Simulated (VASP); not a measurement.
A run of VASP 6.6.1 is set up as follows.

Contents of INCAR:

```
SYSTEM = CrO2
  PREC = Accurate
  ENCUT = 520
  EDIFF = 1E-7
  ISMEAR = 0
  SIGMA = 0.05
  LREAL = .FALSE.
  LASPH = .TRUE.
  NELM = 120
  ALGO = Normal
  ISIF = 2
  LWAVE = .FALSE.
  LCHARG = .FALSE.
  ISPIN = 2
  MAGMOM = -1.95 0 0
  LORBIT = 11
  LMAXMIX = 4
  LDAU = .TRUE.
  LDAUTYPE = 2
  LDAUL = 2 -1
  LDAUU = 5 0
  LDAUJ = 0 0
  LDAUPRINT = 1
  GGA = PS
  NBANDS = 23
```

Contents of KPOINTS:

```
Automatic mesh
0
G
  7 7 7
  0 0 0
```

Contents of POSCAR:

```
CrO2
1.0
    0.0000000000      2.3368421000      2.3368421000
    2.3368421000      0.0000000000      2.3368421000
    2.3368421000      2.3368421000      0.0000000000
Cr O
1 2
Direct
    0.0000000000      0.0000000000      0.0000000000
    0.2500000000      0.2500000000      0.2500000000
    0.7500000000      0.7500000000      0.7500000000
```

Potentials or basis: VASP PAW PBE potentials, release 64 (Cr_pv, O).

Run with:

```console
$ cat potpaw_PBE.64/Cr_pv/POTCAR potpaw_PBE.64/O/POTCAR > POTCAR
$ mpirun -np 1 vasp_std > vasp.out
```

(1) What does it give for the band gap on the k mesh?

(2) What does it give for the net moment?

(3) Estimate the site moments.

(4) What does it give for the pressure?

## Answers

(1) 0.41 eV, direct.

(2) -2.00 μB per cell.

(3) Cr -2.48; O +0.24 μB.

(4) 7.3 GPa.

Caveat: the PAW data sets were made with another functional, which shifts forces and pressure a little; an odd mesh through Γ misses points on the zone boundary, where band edges often lie; a cell with one magnetic atom can't hold antiferromagnetic order, which such compounds often take.
